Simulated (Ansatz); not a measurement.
# Co (P6_3/mmc) in Ansatz: notebook

One crystal, Co, is run at these levels: PBE; tasks: single point.

Program: Ansatz 0.2.0. These are calculated values, not measurements. Logs are shortened: lines on timing, memory, paths and dates and some standing lists are left out, and cuts for length are marked.

### Step 1. The crystal as given

The structure is hexagonal, space group P6_3/mmc (No. 194). The conventional cell has a = 2.471 Å, b = 2.471 Å, c = 8.088 Å, α = 90.00°, β = 90.00°, γ = 120.00°. Co (site symmetry -6m2) is surrounded by 12 Co at 2.47 Å. Co (site symmetry -3m) is surrounded by 12 Co at 2.47 Å.

### Step 2. Single point, PBE, collinear spin, ferromagnetic start

File input.yaml:

```yaml
crystal:
  lattice:
    - [2.4705617809, 0.0, 0.0]
    - [-1.2352808905, 2.1395692639, 0.0]
    - [0.0, 0.0, 8.0882338]
  atoms:
    - { symbol: Co, position: [0.6666666667, 0.3333333333, 0.75], spin: 2.0 }
    - { symbol: Co, position: [0.0, 0.0, 0.5], spin: 2.0 }
    - { symbol: Co, position: [0.3333333333, 0.6666666667, 0.25], spin: 2.0 }
    - { symbol: Co, position: [0.0, 0.0, 0.0], spin: 2.0 }
hamiltonian:
  xc: pbe
  pseudopotentials: { kind: paw }
magnetization:
  spin_polarized: true
kpoints:
  mp_grid: { grid: [12, 12, 4] }
scf:
  occupations: { method: gaussian, width: 0.021 }
output:
  forces: true
  stress: true
  eigenvalues: true
```

Potentials or basis: Ansatz PAW.

Launch:

```
$ ansatz run input.yaml --threads 2 --pin off --max-ram 5632MiB --backend cpu --events-out ev --progress --plain --runs-dir out
```

What it wrote:

```text
Warning: RAYON_NUM_THREADS=2 ignored (pool sized by the plan → 2); use --threads N
Engine: ansatz 0.2.0, x86_64-unknown-linux-gnu
Pseudopotentials: kind: paw
Pseudopotential: Co, paw, valence charge 17, recommended cutoff 420 eV (normal), Co.paw.azcp
Functional definition: PBE
  parameter kappa = 0.804
  parameter beta = 0.06672455060314922
  exchange = pbe_x(kappa = kappa, mu = beta*pi^2/3)
  correlation = pbe_c(beta = beta)
Crystal: 4 atoms, lattice volume = 42.754 Å³
Basis set: ecut = 420 eV, 813 PW (Γ), exchange–correlation on 36×36×120 points (8 copies of the dense FFT grid, shifted against one another)
Bands: 46, of which v1, the nominal top of the filled ones, is band 34 counted from 1 (33 counted from 0)
Symmetry: 24 space group operations
Space group: P63/mmc (ITA 194), of the structure as read, at distance tolerance 3.5e-5 Å
Magnetic group: BNS 194.263 (UNI 1493), of the structure as read, at distance tolerance 3.5e-5 Å
k-points: 57 of 576
Non-local potential: Co, projectors of the file, l = 0: 3, l = 1: 2, l = 2: 3, l = 3: 1
PAW form: soft (Blöchl's): semilocal exchange-correlation on the pseudo side does not see the compensation charge
PAW one-centre angular grid: Co, 590 points (default); XC on 64 Gauss nodes
Initial density: superposition of atomic densities (chi_scale 0.1, normalization cell)
Starting moments: Σ|m| = 8 μB on 4 of 4 sites
Initial wavefunctions: pseudopotential atomic-orbital guess
Functional: x = pbe(κ = 0.804, μ = 0.2195149727645171), c = pbe(β = 0.06672455060314922)
SCF iter   1: F=—  HF=-20503.304082 eV  |F-HF|=—  |Δ(HF+E_count)|=         —  Δρ=8.49e-2 (↑5.64e-2 ↓8.49e-2)  dr2=4.80e0  dr2_m=1.41e-1  M=7.041 μB ∫|m|=7.309 μB  β_m=0.30  ethr=3.10e-3  ⟨swp⟩=5.3  Hψ=17568  notcnv=0
Mixer restart at iter 1: flushing history
preconditioner: auto → Kerker (q_TF=auto, 2.948 Å⁻¹)  [metal: Δε(μ)=0.008 eV  Ē_g=9.235 eV  σ=0.021 eV  W_gap=0.22  n_scr=12 (ndim 8)  ℏωp=34.1 eV  f_vac=0.000  D(μ)=3.05/eV (n_scr^D=38)]
spin=Collinear: Kerker preconditioning applied to the charge; magnetization (m = ρ↑ − ρ↓) channel mixes plain (no charge-response kernel on spin).
SCF iter   2: F=—  HF=-20501.835270 eV  |F-HF|=—  |Δ(HF+E_count)|=    1.47e0  Δρ=3.23e-2 (↑1.18e-2 ↓3.23e-2)  dr2=3.37e-1  dr2_m=1.31e-1  M=7.054 μB ∫|m|=7.405 μB  β_m=0.35  ethr=3.10e-3  ⟨swp⟩=2.3  Hψ=8524  notcnv=0  defer=513
SCF iter   3: F=—  HF=-20502.989871 eV  |F-HF|=—  |Δ(HF+E_count)|=    1.15e0  Δρ=1.68e-2 (↑1.68e-2 ↓9.44e-3)  dr2=2.98e-2  dr2_m=4.84e-2  M=6.964 μB ∫|m|=7.401 μB  β_m=0.57  ethr=4.96e-4  ⟨swp⟩=2.0  Hψ=6267  notcnv=0  defer=515
SCF iter   4: F=—  HF=-20504.210058 eV  |F-HF|=—  |Δ(HF+E_count)|=    1.22e0  Δρ=1.49e-2 (↑1.15e-2 ↓1.49e-2)  dr2=1.40e-1  dr2_m=8.83e-3  M=6.720 μB ∫|m|=7.253 μB  β_m=0.57  ethr=4.38e-5  ⟨swp⟩=2.9  Hψ=10645  notcnv=0  defer=515
SCF iter   5: F=—  HF=-20504.461138 eV  |F-HF|=—  |Δ(HF+E_count)|=   2.51e-1  Δρ=9.06e-3 (↑9.06e-3 ↓4.94e-3)  dr2=4.74e-2  dr2_m=2.89e-3  M=6.701 μB ∫|m|=7.258 μB  β_m=0.57  ethr=4.38e-5  ⟨swp⟩=2.6  Hψ=10328  notcnv=0  defer=515
SCF iter   6: F=—  HF=-20504.557900 eV  |F-HF|=—  |Δ(HF+E_count)|=   9.68e-2  Δρ=4.35e-3 (↑4.35e-3 ↓1.49e-3)  dr2=5.48e-3  dr2_m=2.59e-3  M=6.663 μB ∫|m|=7.245 μB  β_m=0.78  ethr=4.38e-5  ⟨swp⟩=2.5  Hψ=8964  notcnv=0  defer=514
SCF iter   7: F=—  HF=-20504.566924 eV  |F-HF|=—  |Δ(HF+E_count)|=   9.02e-3  Δρ=2.21e-3 (↑1.39e-3 ↓2.21e-3)  dr2=3.00e-3  dr2_m=2.09e-4  M=6.633 μB ∫|m|=7.235 μB  β_m=0.60  ethr=8.05e-6  ⟨swp⟩=2.0  Hψ=9823  notcnv=0  defer=522
SCF iter   8: F=—  HF=-20504.566903 eV  |F-HF|=—  |Δ(HF+E_count)|=   2.13e-5  Δρ=1.72e-3 (↑1.72e-3 ↓1.07e-3)  dr2=1.05e-4  dr2_m=7.39e-4  M=6.624 μB ∫|m|=7.232 μB  β_m=0.73  ethr=4.42e-6  ⟨swp⟩=2.0  Hψ=8069  notcnv=0  defer=524
SCF iter   9: F=—  HF=-20504.566899 eV  |F-HF|=—  |Δ(HF+E_count)|=   3.78e-6  Δρ=8.88e-4 (↑8.88e-4 ↓6.37e-4)  dr2=1.98e-5  dr2_m=2.24e-4  M=6.623 μB ∫|m|=7.232 μB  β_m=0.87  ethr=1.54e-7  ⟨swp⟩=1.5  Hψ=6208  notcnv=0  defer=524
SCF iter  10: F=—  HF=-20504.566899 eV  |F-HF|=—  |Δ(HF+E_count)|=   3.05e-7  Δρ=1.52e-4 (↑1.35e-4 ↓1.52e-4)  dr2=2.42e-6  dr2_m=7.38e-6  M=6.623 μB ∫|m|=7.231 μB  β_m=0.93  ethr=2.92e-8  ⟨swp⟩=2.3  Hψ=9062  notcnv=0  defer=524
SCF iter  11: F=—  HF=-20504.566899 eV  |F-HF|=—  |Δ(HF+E_count)|=   4.44e-7  Δρ=2.01e-5 (↑2.01e-5 ↓1.57e-5)  dr2=4.36e-7  dr2_m=7.79e-9  M=6.623 μB ∫|m|=7.230 μB  β_m=0.84  ethr=3.56e-9  ⟨swp⟩=1.5  Hψ=5977  notcnv=0  defer=524
SCF iter  12: F=—  HF=-20504.566899 eV  |F-HF|=—  |Δ(HF+E_count)|=   6.55e-8  Δρ=3.17e-5 (↑5.93e-6 ↓3.17e-5)  dr2=3.76e-7  dr2_m=8.92e-8  M=6.623 μB ∫|m|=7.230 μB  β_m=0.92  ethr=6.41e-10  ⟨swp⟩=2.1  Hψ=7197  notcnv=0  defer=524
SCF iter  13: F=—  HF=-20504.566899 eV  |F-HF|=—  |Δ(HF+E_count)|=   4.55e-8  Δρ=2.12e-5 (↑5.29e-6 ↓2.12e-5)  dr2=2.00e-7  dr2_m=3.35e-8  M=6.623 μB ∫|m|=7.230 μB  β_m=0.96  ethr=5.53e-10  ⟨swp⟩=1.0  Hψ=5244  notcnv=0  defer=524
SCF iter  14: F=—  HF=-20504.566899 eV  |F-HF|=—  |Δ(HF+E_count)|=   4.00e-9  Δρ=5.27e-6 (↑2.66e-6 ↓5.27e-6)  dr2=1.51e-8  dr2_m=2.19e-9  M=6.623 μB ∫|m|=7.230 μB  β_m=0.79  ethr=2.95e-10  ⟨swp⟩=1.2  Hψ=5449  notcnv=0  defer=524
SCF iter  15: F=-20504.566899 eV  HF=-20504.566899 eV  |F-HF|=1.39e-8  |Δ(HF+E_count)|=  4.84e-10  Δρ=5.00e-6 (↑9.73e-7 ↓5.00e-6)  dr2=1.54e-8  dr2_m=1.69e-9  M=6.623 μB ∫|m|=7.230 μB  ethr=2.22e-11  ⟨swp⟩=6.7  Hψ=20374  notcnv=0
SCF 1 converged in 15 iterations: F = -20504.566899 eV  dr2 = 1.54e-8
SCF converged after 15 iterations
Magnetization: 6.6227 μB (37.3114 up, 30.6886 down)
Absolute magnetization: 7.2323 μB (∫|ρ↑−ρ↓|, with the PAW one-centre terms)
Spin contamination: 0.1071 ħ² per cell (⟨S²⟩ above its minimum at these occupations)
Per-site moments (μB) at R_I (Å): [(1.7384309639940165, 1.0191067346264122), (1.7127174641281835, 1.0191067346264122), (1.7384309639940165, 1.0191067346264122), (1.7127174641281844, 1.0191067346264122)]
Free energy (F): -20504.566899 eV
Harris-Foulkes:  -20504.566899 eV  (|F-HF|=1.39e-8)
Internal energy: -20504.566019 eV  (E = F + TS)
E sigma→0 (E₀):  -20504.566459 eV
Entropy (-TS):   -0.000881 eV (-0.220 meV/atom)
Fermi energy:    19.093056 eV
--- Per-component energies (eV) ---
  E_band       = -954.761162
  E_kinetic    = 1816.229802
  E_local      = -11241.988183  (includes V_loc(G=0)·N_el)
  E_nonlocal   = 1816.056889
  E_hartree    = 4715.323426
  E_xc         = -636.803508
  E_vxc        = -821.811118  (∫ρ·V_xc dr)
  E_paw        = -6060.523579  (= ΣΔE_a)
  E_vpaw       = -1953.892107  (= ΣTr[D̂ρ^β])
  E_aug_tail   = 0.000336  (compensation charges beyond the density's cutoff)
  E_ewald      = -10912.861201
  E_smearing   = -0.000881  (= −TS)
  E_closure    = -0.000000  (closes the sum)
  Σ components = -20504.566899   (vs F -20504.566899, Δ=0.00e0)
--- Forces (eV/Å), atoms counted from 1 ---
  atom   1  Co     0.00000000     0.00000000     0.00000000
  atom   2  Co     0.00000000    -0.00000000     0.00000000
  atom   3  Co    -0.00000000     0.00000000     0.00000000
  atom   4  Co     0.00000000    -0.00000000     0.00000000
  max |Σ_I F_I| component: 4.63e-18 eV/Å
--- Stress (GPa, compression-positive) ---
        6.241971       0.000000       0.000000
        0.000000       6.241971       0.000000
        0.000000       0.000000       1.567062
  P = ⅓ Tr σ = 4.6837 GPa (46.837 kbar)
--- Band table (eV; the first three rows and the last of 114) ---
  k-point 0 ↑: bands = ["-77.0878", "-77.0742", "-77.0267", "-77.0128", "-40.4983", "-40.3694", "-40.2818", "-40.1775", "-40.1775", "-40.1632", "-40.1632", "-40.1503", "-40.1388", "-40.1388", "-40.1245", "-40.1245", "9.9102", "12.1338", "12.1561", "13.7550", "15.9776", "16.0138", "16.2582", "16.2582", "16.3064", "16.3064", "16.3124", "16.5486", "16.5486", "16.6315", "16.6315", "17.2407", "17.2407", "17.5679", "17.5679", "17.8945", "17.8945", "18.2906", "18.2906", "18.6965", "25.2776", "33.7582", "33.7620", "40.8496", "41.4289", "42.3584"]
  k-point 1 ↑: bands = ["-77.0861", "-77.0767", "-77.0241", "-77.0145", "-40.4861", "-40.4033", "-40.2475", "-40.1759", "-40.1759", "-40.1662", "-40.1662", "-40.1629", "-40.1359", "-40.1359", "-40.1261", "-40.1261", "10.0672", "11.2510", "12.9983", "13.7158", "16.0320", "16.2519", "16.2700", "16.2856", "16.2856", "16.3341", "16.3341", "16.5072", "16.5072", "16.5819", "16.5819", "17.2974", "17.2974", "17.5206", "17.5206", "17.9689", "17.9689", "18.1095", "18.2427", "18.2427", "26.1750", "30.8723", "36.7826", "40.9402", "41.3053", "42.0779"]
  k-point 2 ↑: bands = ["-77.0817", "-77.0817", "-77.0189", "-77.0189", "-40.4518", "-40.4518", "-40.1981", "-40.1981", "-40.1716", "-40.1716", "-40.1716", "-40.1716", "-40.1304", "-40.1304", "-40.1304", "-40.1304", "10.5271", "10.5271", "13.5250", "13.5250", "16.1595", "16.1595", "16.3461", "16.3461", "16.3461", "16.3461", "16.4916", "16.4916", "16.4916", "16.4916", "17.0246", "17.0246", "17.4144", "17.4144", "17.4144", "17.4144", "18.1170", "18.1170", "18.1170", "18.1170", "28.2569", "28.2569", "39.7535", "39.7535", "41.1856", "41.1856"]
  k-point 56 ↓: bands = ["-74.9030", "-74.9030", "-74.8893", "-74.8893", "-38.3521", "-38.3521", "-38.3302", "-38.3302", "-38.2851", "-38.2851", "-38.2762", "-38.2762", "-38.1767", "-38.1767", "-38.1604", "-38.1604", "16.1635", "16.1635", "16.2666", "16.2666", "16.2731", "16.2731", "16.3656", "16.3656", "17.3695", "17.3695", "17.4615", "17.4615", "18.8214", "18.8214", "19.3700", "19.3700", "20.0841", "20.0841", "20.1809", "20.1809", "24.8121", "24.8121", "25.3448", "25.3448", "25.9712", "25.9712", "28.7793", "28.7793", "30.5551", "30.5551"]
```

Run time: 3.9 s. Hardware: 2 threads of AMD EPYC 9R45 (Zen 5), shared host; peak memory 0.56 GiB.

What came out:

- Free energy: -20504.5669 eV
- Pressure: 4.7 GPa
- Band gap on the k mesh: none (metal or under the smearing width)
- Net moment: 6.62 μB per cell
- Absolute moment: 7.23 μB per cell
- Site moments: Co +1.74, +1.71 μB

Stress tensor (GPa, compression positive):
```
6.24 0.00 0.00
0.00 6.24 0.00
0.00 0.00 1.57
```

### Step 3. Single point, PBE, collinear spin, ferromagnetic start

Edit input.yaml of step 2 so:

```diff
@@ -18,3 +18,3 @@
 scf:
-  occupations: { method: gaussian, width: 0.021 }
+  occupations: { method: gaussian, width: 0.022 }
 output:
@@ -23 +23,5 @@
   eigenvalues: true
+  write_density: true
+  write_potential: true
+  elf: true
+  volumetric_format: npy
```

Potentials or basis: Ansatz PAW.

Launch:

```
$ ansatz run input.yaml --threads 2 --pin off --max-ram 5632MiB --backend cpu --events-out ev --progress --plain --runs-dir out
```

It took 4.4 s on 2 threads of AMD EPYC 9R45 (Zen 5), shared host; peak memory 0.56 GiB.

Results (log left out):

| Quantity | Value |
| --- | --- |
| Free energy | -20504.5669 eV |
| Pressure | 4.7 GPa |
| Band gap on the k mesh | none (metal or under the smearing width) |
| Net moment | 6.62 μB per cell |
| Absolute moment | 7.23 μB per cell |
| Site moments | Co +1.74, +1.71 μB |

Stress tensor (GPa, compression positive):
```
6.24 0.00 0.00
0.00 6.24 0.00
0.00 0.00 1.58
```

Levels at points of the mesh, in eV from the Fermi level:
Spin up:
```csv
k point,band 35,band 36,band 37,band 38,band 39,band 40,band 41,band 42
"(0.00, 0.00, 0.00)",-1.53,-1.20,-1.20,-0.80,-0.80,-0.40,6.18,14.66
"(0.00, 0.00, -0.50)",-1.68,-1.68,-0.98,-0.98,-0.98,-0.98,9.16,9.16
"(0.00, -0.50, 0.00)",-0.54,-0.53,0.18,1.29,2.44,3.06,6.98,7.00
"(0.00, -0.50, -0.50)",-0.56,-0.56,1.20,1.20,2.75,2.75,7.32,7.32
```
Spin down:
| k point | band 26 | band 27 | band 28 | band 29 | band 30 | band 31 | band 32 | band 33 | band 34 | band 35 |
| --- | --- | --- | --- | --- | --- | --- | --- | --- | --- | --- |
| (0.00, 0.00, 0.00) | -1.13 | -1.13 | -0.84 | -0.84 | -0.80 | -0.80 | -0.44 | 0.09 | 0.09 | 0.44 |
| (0.00, 0.00, -0.50) | -1.04 | -1.04 | -1.04 | -0.94 | -0.94 | -0.94 | -0.94 | 0.27 | 0.27 | 0.27 |
| (0.00, -0.50, 0.00) | -1.14 | -0.82 | -0.08 | -0.04 | 0.44 | 1.25 | 1.27 | 1.28 | 1.30 | 1.35 |
| (0.00, -0.50, -0.50) | -0.89 | -0.84 | -0.84 | -0.25 | -0.25 | 0.86 | 0.86 | 1.27 | 1.27 | 1.37 |

### Step 4. Single point, PBE, collinear spin, ferromagnetic start

Edit input.yaml of step 3 so:

```diff
@@ -18,3 +18,3 @@
 scf:
-  occupations: { method: gaussian, width: 0.022 }
+  occupations: { method: gaussian, width: 0.023 }
 output:
@@ -23,5 +23 @@
   eigenvalues: true
-  write_density: true
-  write_potential: true
-  elf: true
-  volumetric_format: npy
```

Launch:

```
$ ansatz run input.yaml --threads 2 --pin off --max-ram 5632MiB --backend cpu --events-out ev --progress --plain --runs-dir out
```

Run time: 3.9 s. Hardware: 2 threads of AMD EPYC 9R45 (Zen 5), shared host; peak memory 0.55 GiB.

It converged, with:

| Quantity | Value |
| --- | --- |
| Free energy | -20504.5670 eV |
| Pressure | 4.7 GPa |
| Band gap on the k mesh | none (metal or under the smearing width) |
| Net moment | 6.62 μB per cell |
| Absolute moment | 7.23 μB per cell |
| Site moments | Co +1.74, +1.71 μB |

Stress tensor (GPa, compression positive):
```
6.24 0.00 0.00
0.00 6.24 0.00
0.00 0.00 1.59
```

Levels at points of the mesh, in eV from the Fermi level:
Spin up:
```
             k point  band 34  band 35  band 36  band 37  band 38  band 39  band 40  band 41  band 42  band 43
  (0.00, 0.00, 0.00)    -1.53    -1.53    -1.20    -1.20    -0.80    -0.80    -0.40     6.18    14.66    14.67
 (0.00, 0.00, -0.50)    -1.68    -1.68    -1.68    -0.98    -0.98    -0.98    -0.98     9.16     9.16    20.66
 (0.00, -0.50, 0.00)    -0.56    -0.54    -0.53     0.18     1.29     2.44     3.06     6.98     7.00    10.32
(0.00, -0.50, -0.50)    -0.69    -0.56    -0.56     1.20     1.20     2.75     2.75     7.32     7.32     9.26
```
Spin down:
```csv
k point,band 28,band 29,band 30,band 31,band 32,band 33
"(0.00, 0.00, 0.00)",-0.84,-0.84,-0.80,-0.80,-0.44,0.09
"(0.00, 0.00, -0.50)",-1.04,-0.94,-0.94,-0.94,-0.94,0.27
"(0.00, -0.50, 0.00)",-0.08,-0.04,0.44,1.25,1.27,1.28
"(0.00, -0.50, -0.50)",-0.84,-0.25,-0.25,0.86,0.86,1.27
```

[end of part 1 of 2]
